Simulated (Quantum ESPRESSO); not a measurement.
Runs of Quantum ESPRESSO 7.5 on AlNi. It takes space group Pm-3m (No. 221, cubic). Conventional cell: a = 2.881 Å, b = 2.881 Å, c = 2.881 Å, α = 90.00°, β = 90.00°, γ = 90.00°. Ni (site symmetry m-3m) is surrounded by 8 Al at 2.50 Å. Al (site symmetry m-3m) has 8 Ni at 2.50 Å as nearest neighbours. 

```csv
task,level,potentials or basis,cell,form of the LDA correlation,gap on the mesh (eV),pressure (GPa),moment (μB),V0 of scaled cells (Å³/atom),B0 (GPa)
single point,PBEsol,GBRV 1.5 PBEsol,"atoms moved at random, drawn with an rms of 0.05 Å",-,none,-2.6,0.00,-,-
single point,PBEsol,GBRV 1.5 PBEsol,as given,-,none,-3.4,0.00,-,-
band structure,PBEsol,GBRV 1.5 PBEsol,as given,-,none,-3.4,0.00,-,-
equation of state,PBEsol,GBRV 1.5 PBEsol,as given,-,-,-,-,11.73,173
equation of state,LDA,GBRV 1.5 LDA,as given,PZ81,-,-,-,11.38,(a)
```

Alike in all rows: spin collinear, ferromagnetic start; k mesh 9 × 9 × 9; cutoff (eV) 612; smearing fermi-dirac 0.05 eV.

Problem. Estimate the missing entries.

Solution. (a) 187.

A gap of «none» marks a metal or a gap under the smearing width.
